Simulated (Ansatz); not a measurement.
ZrN under changes of volume

One of the cells (12.167 Å³/atom); the others are scaled copies at fixed shape and fractional positions:

```xyz
2
Lattice="0.0000 2.3000 2.3000 2.3000 0.0000 2.3000 2.3000 2.3000 0.0000" Properties=species:S:1:pos:R:3 pbc="T T T"
Zr    2.3000    2.3000    2.3000
N     0.0000    0.0000    0.0000
```

* Program: Ansatz 0.2.0
* Functional: PBEsol
* Dispersion: D3(BJ)
* Potentials or basis: Ansatz PAW
* Cutoff: 420 eV (not typed: the program's choice for these potentials)
* k mesh: 10 × 10 × 10
* Occupations: fermi-dirac, width 0.05 eV
* Spin: no spin polarisation

| volume (Å³/atom) | energy over the lowest point (meV/atom) | pressure (GPa) |
| --- | --- | --- |
| 11.437 | 0.00 | 2.5 |
| 11.680 | 0.74 | -3.4 |
| 11.924 | 10.05 | -8.7 |
| 12.167 | 26.91 | -13.4 |
| 12.410 | ? | ? |
| 12.654 | 80.40 | -21.4 |
| 12.897 | 115.58 | -24.8 |

Task: What does the run at 12.410 Å³/atom give?

Result: Energy over the lowest point 50.59 meV/atom; pressure -17.7 GPa.

Worked out: A Birch-Murnaghan fit of order 3 (a polynomial in V^(-2/3)) to the other rows has its minimum at 11.54 Å³/atom with B0 = V·E''(V) = 284 GPa and B' = 4.3. It gives 50.55 meV/atom at 12.410 Å³/atom, against the run's 50.59, and -dE/dV = -17.7 GPa, against -17.7.

Energies are extrapolated to zero smearing.

Caveats: pairwise dispersion overbinds metals, which lowers pressure and volume; the PAW data sets come from PBE, with cores solved anew for the run's functional, which leaves a small shift of forces and pressure.
